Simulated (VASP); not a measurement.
A VASP 6.6.1 single-point calculation on CdSe

INCAR

```
ENCUT = 520
EDIFF = 1E-7
LWAVE = .FALSE.
ISIF = 2
LCHARG = .FALSE.
LREAL = .FALSE.
NSW = 0
NELM = 79
METAGGA = MS2
IBRION = -1
LASPH = .TRUE.
SIGMA = 0.02
ISMEAR = -1
NBANDS = 16
PREC = Accurate
```

KPOINTS

```
KPOINTS created by Atomic Simulation Environment
0
Gamma
8 8 8
0 0 0
```

POSCAR

```
Cd Se
 1.0000000000000000
     0.0773857186000000    3.0838110646999999    3.0838110646999999
     3.0838110646999999    0.0773857186000000    3.0838110646999999
     3.0838110646999999    3.0838110646999999    0.0773857186000000
 Cd  Se
   1   1
Cartesian
  0.0172805137631156  0.0172805137631156  0.0172805137631156
  1.5439714482368845  1.5439714482368845  1.5439714482368847
```

The recommended PBE PAW datasets give the neutral cell 18 valence electrons.

Command

```
mpirun -np 1 vasp_std
```

OSZICAR

```
N       E                     dE             d eps       ncg     rms          rms(c)
DAV:   1     0.968046313859E+02    0.96805E+02   -0.83622E+03  2112   0.972E+02
DAV:   2    -0.138438477212E+02   -0.11065E+03   -0.10348E+03  2456   0.240E+02
DAV:   3    -0.180109024366E+02   -0.41671E+01   -0.41589E+01  2512   0.501E+01
DAV:   4    -0.180248472137E+02   -0.13945E-01   -0.13944E-01  2504   0.311E+00
DAV:   5    -0.180249178326E+02   -0.70619E-04   -0.70618E-04  2648   0.180E-01    0.135E+01
DAV:   6    -0.373438836931E+01    0.14291E+02   -0.31385E+01  2080   0.798E+01    0.113E+01
DAV:   7    -0.352180425890E+01    0.21258E+00   -0.10246E+00  2672   0.131E+01    0.489E+00
DAV:   8    -0.341347900074E+01    0.10833E+00   -0.33809E-01  2512   0.738E+00    0.124E+00
DAV:   9    -0.341430243696E+01   -0.82344E-03   -0.80800E-02  2400   0.290E+00    0.612E-01
DAV:  10    -0.341313683401E+01    0.11656E-02   -0.48419E-03  2240   0.813E-01    0.227E-01
DAV:  11    -0.341329369450E+01   -0.15686E-03   -0.85000E-04  2672   0.273E-01    0.100E-01
DAV:  12    -0.341330940316E+01   -0.15709E-04   -0.13012E-04  2568   0.107E-01    0.501E-02
DAV:  13    -0.341336789150E+01   -0.58488E-04   -0.95480E-05  2568   0.925E-02    0.105E-02
DAV:  14    -0.341337059785E+01   -0.27064E-05   -0.24906E-06  2696   0.143E-02    0.282E-03
DAV:  15    -0.341336877128E+01    0.18266E-05   -0.81655E-07  2560   0.855E-03    0.239E-03
DAV:  16    -0.341336942031E+01   -0.64903E-06   -0.13304E-07  1712   0.534E-03    0.314E-04
DAV:  17    -0.341336947573E+01   -0.55423E-07   -0.36769E-09  1208   0.598E-04
   1 F= -.34133695E+01 E0= -.34133695E+01  d E =-.236004E-11
```

From OUTCAR

```
k-points           NKPTS =     65   k-points in BZ     NKDIM =     65   number of bands    NBANDS=     16

   NELECT =      18.0000    total number of electrons

   dimension x,y,z NGX =    32 NGY =   32 NGZ =   32
   dimension x,y,z NGXF=    64 NGYF=   64 NGZF=   64

  energy-cutoff  :      520.00
  volume of cell :       56.45
      direct lattice vectors                 reciprocal lattice vectors
     0.077385719  3.083811065  3.083811065    -0.168371321  0.164249611  0.164249611
     3.083811065  0.077385719  3.083811065     0.164249611 -0.168371321  0.164249611
     3.083811065  3.083811065  0.077385719     0.164249611  0.164249611 -0.168371321

 k-points in reciprocal lattice and weights: KPOINTS created by Atomic Simulation Env
   0.00000000  0.00000000  0.00000000       0.002
   0.12500000  0.00000000 -0.00000000       0.012
   0.25000000  0.00000000 -0.00000000       0.012
   0.37500000  0.00000000  0.00000000       0.012
   0.50000000  0.00000000 -0.00000000       0.006
   0.12500000  0.12500000  0.00000000       0.012
   0.25000000  0.12500000 -0.00000000       0.023
   0.37500000  0.12500000  0.00000000       0.023
   ...

 E-fermi :   1.1691

 k-point     1 :       0.0000    0.0000    0.0000
  band No.  band energies     occupation
      1     -12.1022      2.00000
      2      -7.2088      2.00000
      3      -7.1887      2.00000
      4      -7.1887      2.00000
      5      -6.8064      2.00000
      6      -6.8064      2.00000
      7       0.5633      2.00000
      8       0.7438      2.00000
      9       0.7438      2.00000
     10       1.6191      0.00000
     11       6.6591      0.00000
     12       7.0543      0.00000
     13       7.0543      0.00000
     14      10.7307      0.00000
     15      12.1060      0.00000
     16      12.1060      0.00000

 k-point     2 :       0.1250    0.0000   -0.0000
  band No.  band energies     occupation
      1     -12.0472      2.00000
      2      -7.1902      2.00000
      3      -7.1716      2.00000
      4      -7.1396      2.00000
      5      -6.8083      2.00000
      6      -6.8064      2.00000
      7      -0.4088      2.00000
      8       0.4616      2.00000
      9       0.6188      2.00000
     10       2.5357      0.00000
     11       6.7247      0.00000
     12       6.9492      0.00000
     13       7.2355      0.00000
     14      11.1332      0.00000
     15      11.3259      0.00000
     16      11.4473      0.00000

 k-point     3 :       0.2500    0.0000   -0.0000
  band No.  band energies     occupation
      1     -11.9128      2.00000
      2      -7.1475      2.00000
      3      -7.1351      2.00000
      4      -6.9736      2.00000
      5      -6.8073      2.00000
      6      -6.8004      2.00000
      7      -1.8755      2.00000
      8       0.1763      2.00000
      9       0.3421      2.00000
     10       3.2405      0.00000
     11       6.8691      0.00000
     12       7.3439      0.00000
     13       7.4611      0.00000
     14      10.7856      0.00000
     15      10.9380      0.00000
     16      11.1920      0.00000

 ...

  Total        0.3351560      0.3351560      0.3351560     -0.1934684     -0.1934684     -0.1934684
  in kB        9.5131367      9.5131367      9.5131367     -5.4914478     -5.4914478     -5.4914478
  external PRESSURE =       9.5131367 kB  Pullay stress =       0.0000000 kB

 POSITION                                       TOTAL-FORCE (eV/Angst)
 -----------------------------------------------------------------------------------
      0.01728      0.01728      0.01728        -0.002463     -0.002463     -0.002463
      1.54397      1.54397      1.54397         0.002463      0.002463      0.002463
 -----------------------------------------------------------------------------------
    total drift:                                0.000253      0.000253      0.000254

  FREE ENERGIE OF THE ION-ELECTRON SYSTEM (eV)
  ---------------------------------------------------
  free  energy   TOTEN  =        -3.4133694757 eV

  energy  without entropy=       -3.4133694757  energy(sigma->0) =       -3.41336948
```

It converged. Results: gap between bands v and c on the k mesh 0.88 eV; least direct gap on the k mesh 0.88 eV; pressure 1.0 GPa. Band v is the last that the valence electrons fill when counted band by band, and c is the next.

For comparison, a separate PBE run of the intended cell, on usual settings and not on those above, gives a gap of 0.53 eV on its mesh and a pressure of 2.9 GPa.

The run above took about 2.5 min on one core of a shared host (Intel Xeon Platinum 8488C) and held 0.22 GiB at most.
